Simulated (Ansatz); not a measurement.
Runs of Ansatz 0.2.0 on MoS2. The structure is hexagonal, space group P6_3/mmc (No. 194). The conventional cell has a = 3.169 Å, b = 3.169 Å, c = 12.324 Å, α = 90.00°, β = 90.00°, γ = 120.00°. Mo (site symmetry -6m2) has 6 S at 2.41 Å as nearest neighbours. Around S (site symmetry 3m) lie 3 Mo at 2.41 Å. 

```csv
task,level,potentials or basis,U,cell,cutoff (eV),points for each segment of the path,hubbard projectors,double counting,gap on the mesh (eV),pressure (GPa),relaxed volume (Å³/atom),largest force (eV/Å)
relaxation of cell and atoms,r2SCAN,Ansatz PAW,-,relaxed,500,-,-,-,1.28,0.0,18.99,-
relaxation of cell and atoms,SVWN5,Ansatz PAW,-,relaxed,420,-,-,-,(a),0.0,16.98,-
band structure,LDA+U,Ansatz PAW,Mo d U = 5 eV,as given,420,14,ortho-atomic (the default),fll (the default),1.00,-5.7,-,(b)
band structure,PBEsol+U,Ansatz PAW,Mo d U = 5 eV,as given,420,14,ortho-atomic (the default),fll (the default),1.02,-2.9,-,0.33
```

Alike in all rows: no spin polarisation; k mesh 10 × 10 × 3; smearing fermi-dirac 0.05 eV.

Task: Fill in the values left out.

Result: (a) 0.76; (b) 0.50.

Caveats: the PAW data sets come from PBE, with cores solved anew for the run's functional, which leaves a small shift of forces and pressure; odd divisions of the mesh miss points on the zone boundary, where band edges often lie, so the gap on the mesh can be too wide (some runs); the plane-wave basis is chosen anew once the cell has moved, so the energies of steps on either side of that aren't comparable (some runs); the k mesh misses the band edges, so the gap on the mesh is wider than the one along the path (some runs); this functional lacks dispersion, which binds the layers, so the pressure and a relaxed spacing across them are unreliable (some runs).

A k mesh can miss the band edges, and the runs leave out spin-orbit coupling on Mo.
